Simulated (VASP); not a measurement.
Crystal: ZrB2.

```
CELL_PARAMETERS angstrom
3.17000 0.00000 0.00000
-1.58500 2.74530 0.00000
0.00000 0.00000 3.53300
ATOMIC_POSITIONS crystal
Zr 0.00000 0.00000 0.00000
B 0.66667 0.33333 0.50000
B 0.33333 0.66667 0.50000
```

```yaml
Program: VASP 6.6.1
Task: relaxation of cell and atoms
Functional: PBE
Dispersion: D3(BJ)
Potentials_or_basis: VASP PAW PBE potentials, release 64 (Zr_sv, B)
Cutoff: 600 eV
k_mesh: 8 × 8 × 8
Occupations: fermi-dirac, width 0.05 eV
Spin: no spin polarisation
```

At the start: pressure -5.3 GPa; volume 10.25 Å³/atom.

Q: Where does the relaxation end?

A: Over 8 steps the energy falls by 3.8 meV/atom and the volume is 10.02 Å³/atom (-2.2 %); space group P6/mmm (No. 191, to 0.05 Å).

The path:
```
step  energy change (eV)  largest force (eV/Å)  pressure (GPa)  volume (Å³)
   1              0.0000                0.0000           -5.34        30.75
   2              0.0070                0.0000            7.32        29.25
   3             -0.0115                0.0000           -0.04        30.08
   4             -0.0115                0.0000            0.08        30.06
   5             -0.0115                0.0000           -0.10        30.08
   6             -0.0115                0.0000           -0.07        30.08
   7             -0.0115                0.0000           -0.05        30.08
   8             -0.0115                0.0000            0.00        30.07
```

Final structure:
```xyz
3
Lattice="3.1466 0.0000 0.0000 -1.5733 2.7251 0.0000 0.0000 0.0000 3.5066" Properties=species:S:1:pos:R:3 pbc="T T T"
Zr    3.1466    0.0000    0.0000
B     1.5733    0.9084    1.7533
B     0.0000    1.8167    1.7533
```

Caveat: pairwise dispersion overbinds metals, which lowers pressure and volume.
